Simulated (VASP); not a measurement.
Wanted: the native input for a VASP 6.6.1 run.

* Task: relaxation of cell and atoms
* Functional: PBEsol
* Dispersion: D4
* Potentials or basis: VASP PAW PBE potentials, release 64 (Ta_pv, N)
* Cutoff: 600 eV
* k mesh: 10 × 10 × 5
* Occupations: fermi-dirac, width 0.05 eV
* Spin: no spin polarisation
* Further INCAR settings: ALGO = Fast; EDIFF = 1e-06; IBRION = 2; EDIFFG = -0.01; NSW = 60; ISIF = 3

The structure of TaN lies in POSCAR:

```
TaN
1.0
    2.9217699809      0.0000000000      0.0000000000
   -1.4608849905      2.5303270275      0.0000000000
    0.0000000000      0.0000000000      5.9165150000
Ta N
2 2
Direct
    0.0000000000      0.0000000000      0.5000000000
    0.0000000000      0.0000000000      0.0000000000
    0.3333333333      0.6666666667      0.2500000000
    0.6666666667      0.3333333333      0.7500000000
```

The cell comes from a database or a generator and needn't be the stable form of this composition.

These files were run (other wordings do the same):

INCAR

```
PREC = Accurate
ENCUT = 600
EDIFF = 1E-6
ISMEAR = -1
SIGMA = 0.05
LREAL = False
LASPH = True
NELM = 80
ALGO = Fast
ISIF = 3
LWAVE = False
LCHARG = False
GGA = PS
IVDW = 13
IBRION = 2
NSW = 60
EDIFFG = -0.01
```

KPOINTS

```
Automatic mesh
0
Gamma
  10 10 5
```

Potentials or basis: VASP PAW PBE potentials, release 64 (Ta_pv, N).

Run with:

```console
$ cat potpaw_PBE.64/Ta_pv/POTCAR potpaw_PBE.64/N/POTCAR > POTCAR
$ mpirun -np 1 vasp_std > vasp.out
```

Results of the run:

```yaml
Relaxed_volume: 10.53 Å³/atom
Relaxed_cell: a = 2.885 Å, b = 2.885 Å, c = 5.846 Å, α = 90.00°, β = 90.00°, γ = 120.00°
Space_group_after_relaxing_to_0.05_Å: P6_3/mmc (No. 194)
Energy_gained_by_relaxing: 16.0 meV/atom
Ionic_steps: 9
Pressure_after_relaxing: 0.0 GPa
Band_gap_on_the_k_mesh: none (metal or under the smearing width)
Dispersion_energy_per_atom: -0.182 eV
```

Caveat: the PAW data sets were made with another functional, which shifts forces and pressure a little; pairwise dispersion overbinds metals, which lowers pressure and volume.

Run time: 90 s on 1 thread of Intel(R) Xeon(R) 6975P-C (Granite Rapids), on a shared host, peak memory 0.2 GiB.
